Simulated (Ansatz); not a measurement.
Wanted: the native input for an Ansatz 0.2.0 run.

```yaml
Task: single point
Functional: PBE
Potentials_or_basis: all-electron LAPW, scalar-relativistic
Cutoff: 155 eV (chosen from the basis error)
Basis_error_allowed: 0.002 eV/atom
k_mesh: 6 × 6 × 6
Occupations: fermi-dirac, width 0.06 eV
Spin: no spin polarisation
```

Crystal: NaCl.

```
Cl Na
1.0
     0.00000    2.79406    2.79406
     2.79406    0.00000    2.79406
     2.79406    2.79406    0.00000
Cl Na
1 1
Cartesian
  2.7941 2.7941 2.7941
  0.0000 0.0000 0.0000
```

The cell is a database's computed one.

One way to write it, as run:

input.yaml

```yaml
crystal:
  lattice:
    - [0.0, 2.7940632177, 2.7940632177]
    - [2.7940632177, 0.0, 2.7940632177]
    - [2.7940632177, 2.7940632177, 0.0]
  atoms:
    - { symbol: Cl, position: [0.5, 0.5, 0.5] }
    - { symbol: Na, position: [0.0, 0.0, 0.0] }
kpoints:
  mp_grid: { grid: [6, 6, 6] }
scf:
  occupations: { method: fermi_dirac, width: 0.06 }
hamiltonian:
  xc: pbe
  pseudopotentials: { kind: all_electron, lapw: { basis_error: 0.002 } }
output:
  forces: true
  stress: true
  eigenvalues: true
```

Potentials or basis: all-electron LAPW, scalar-relativistic.

Command:

```sh
$ ansatz run input.yaml --threads 1 --pin off --max-ram 3072MiB --backend cpu --events-out ev --progress --plain --runs-dir out
```

Results of the run:

```yaml
Pressure: 1.6 GPa
Band_gap_on_the_k_mesh: 5.22 eV, direct
```

Run time: 2 s on 1 thread of Arm Neoverse V1 (shared host), peak memory 0.21 GiB.
